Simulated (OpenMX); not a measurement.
PbF2 (Fluorocronite):

```
CELL_PARAMETERS angstrom
0.00000 2.96366 2.96366
2.96366 0.00000 2.96366
2.96366 2.96366 0.00000
ATOMIC_POSITIONS crystal
Pb 0.00000 0.00000 0.00000
F 0.75000 0.75000 0.75000
F 0.25000 0.25000 0.25000
```

- Program: OpenMX 3.8.5
- Task: single point
- Functional: PBE
- Potentials or basis: OpenMX 2013 PBE set, Pb8.0-s3p2d2f1, F6.0-s2p2d1, grid cutoff 500 Ry
- k mesh: 9 × 9 × 9
- Occupations: fermi-dirac, width 0.05 eV
- Spin: no spin polarisation

On this cell: pressure 3.6 GPa; largest force zero by symmetry; band gap on the k mesh 4.42 eV, indirect (least direct gap 4.59 eV).

The same run follows on a disturbed copy (atoms moved at random, drawn with an rms of 0.05 Å):

```xyz
3
Lattice="0.0000 2.9637 2.9637 2.9637 0.0000 2.9637 2.9637 2.9637 0.0000" Properties=species:S:1:pos:R:3 pbc="T T T"
Pb    0.0054   -0.0460   -0.0529
F     4.4571    4.4806    4.4317
F     1.4577    1.5037    1.5258
```

**Question.** What changes?

**Answer.** The energy moves by +5.1 meV/atom; pressure 3.9 GPa; largest force 0.258 eV/Å; band gap on the k mesh 4.38 eV, indirect (least direct gap 4.59 eV).

Forces in eV/Å, atoms in the order of the input:
```
Pb  -0.046  0.159  0.148
F   -0.103 -0.097  0.067
F    0.141 -0.057 -0.208
```

Caveats: spin-orbit coupling is left out, which as a rule narrows the gap of such compounds by several tenths of an eV; an odd mesh through Γ misses points on the zone boundary, where band edges often lie; the basis of atomic orbitals isn't converged, which shifts pressures, moduli and gaps.
